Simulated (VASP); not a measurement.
**Zn: single point with PBE**

The system is Zn.

```xyz
1
Lattice="0.0000 1.9648 1.9648 1.9648 0.0000 1.9648 1.9648 1.9648 0.0000" Properties=species:S:1:pos:R:3 pbc="T T T"
Zn    0.0000    0.0000    0.0000
```

This isn't the form of Zn at room conditions, which is hcp.

* Program: VASP 6.6.1
* Task: single point
* Functional: PBE
* Potentials or basis: VASP PAW PBE potentials, release 64 (Zn)
* Cutoff: 520 eV
* k mesh: 12 × 12 × 12
* Occupations: gaussian, width 0.1 eV
* Spin: no spin polarisation

The pressure is 0.2 GPa and the band gap on the k mesh is none (metal or under the smearing width).

Levels at points of the mesh, in eV from the Fermi level:
```tsv
k point	band 3	band 4	band 5	band 6	band 7	band 8	band 9	band 10
(0.00, 0.00, 0.00)	-7.58	-7.58	-7.20	-7.20	18.32	18.32	18.32	18.94
(0.50, 0.00, 0.00)	-7.58	-6.92	-6.92	-2.85	-1.34	15.30	15.30	17.48
(0.50, 0.50, 0.00)	-6.93	-6.85	-6.85	-0.95	1.77	8.48	8.48	12.12
```

Wall time 6.7 s on 1 thread of Intel(R) Xeon(R) 6975P-C (Granite Rapids), with other jobs on the host, peak memory 0.13 GiB.
